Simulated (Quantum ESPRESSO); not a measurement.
**AlCo: equation of state with PBEsol**

Crystal: AlCo.

```
CELL_PARAMETERS angstrom
2.81940 0.00000 0.00000
0.00000 2.81940 0.00000
0.00000 0.00000 2.81940
ATOMIC_POSITIONS crystal
Co 0.50000 0.50000 0.50000
Al 0.00000 0.00000 0.00000
```

The cell is a database's computed one.

| Property | Result |
| --- | --- |
| Program | Quantum ESPRESSO 7.5 |
| Task | equation of state |
| Functional | PBEsol |
| Potentials or basis | GBRV 1.5 PBEsol |
| Cutoff | 762 eV |
| Density cutoff | 6095 eV |
| k mesh | 9 × 9 × 9 |
| Occupations | fermi-dirac, width 0.05 eV |
| Spin | collinear spin, ferromagnetic start |
| Starting moments | [2.0, 0.0] μB |

* Equilibrium volume: 11.24 Å³/atom
* Bulk modulus: 194 GPa
* Pressure derivative of the bulk modulus: 4.3

Energy against volume, from the lowest point:
| volume (Å³/atom) | energy (meV/atom) |
| --- | --- |
| 10.533 | 29.72 |
| 10.758 | 13.24 |
| 10.982 | 3.57 |
| 11.206 | 0.00 |
| 11.430 | 1.94 |
| 11.654 | 8.83 |
| 11.878 | 20.18 |

All runs of the series together: 68 s on 2 threads of Intel(R) Xeon(R) 6975P-C (Granite Rapids), with other jobs on the host.
